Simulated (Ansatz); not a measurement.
A surface is cut from this relaxed crystal of BP:

```
CELL_PARAMETERS angstrom
0.00000 2.26009 2.26009
2.26009 0.00000 2.26009
2.26009 2.26009 0.00000
ATOMIC_POSITIONS crystal
B 0.00000 0.00000 0.00000
P 0.75000 0.75000 0.75000
```

Miller indices refer to the conventional cell of F-43m (No. 216), a = 4.520 Å, b = 4.520 Å, c = 4.520 Å, α = 90.00°, β = 90.00°, γ = 90.00°. The bulk's gap is 1.11 eV.

The (211) slab of 12 planes, 10.1 Å thick with 15 Å of vacuum as cut; outer planes BP (top) and BP (bottom).

Computed with DFT PBEsol, scalar-relativistic, plane waves, PAW in Ansatz 0.2.0. Cutoff 420 eV; k points 8×4×1 on the computed 24-atom cell (Γ-centred); Gaussian smearing, width 0.05 eV; no spin polarisation. A dipole correction removes the field between periodic images along c.

This cut of an insulator is polar or leaves open shells, so the slab is metallic here; real surfaces compensate by reconstruction or adsorbates.

Results for the relaxed slab:

For the relaxed slab, the surface energy (mean of both faces) is 2.83 J/m², the gap of the slab on the mesh is none (metal or semimetal) and the work function is 4.41 eV (top), 5.34 eV (bottom). The dipole of the slab along +c, per cell is 0.13 e·Å.

Relaxation lowers the energy by 0.607 J/m² a face; the largest move is 0.647 Å.

```
plane (bottom to top) atoms spacing to next, bulk (Å) relaxed (Å) change (%) rumpling (Å)
                    1     BP                      0.923        0.714       -22.6         0.705
                    2     BP                      0.923        1.013        +9.7         0.084
                    3     BP                      0.923        0.927        +0.4         0.113
                    4     BP                      0.923        0.892        -3.4         0.087
                    5     BP                      0.923        0.962        +4.3         0.002
                    6     BP                      0.923        0.914        -1.0         0.042
                    7     BP                      0.923        0.909        -1.5         0.032
                    8     BP                      0.923        0.929        +0.7         0.016
                    9     BP                      0.923        0.977        +5.9         0.059
                   10     BP                      0.923        0.756       -18.1         0.000
                   11     BP                      0.923        0.918        -0.6         0.309
                   12     BP                                                             0.464
```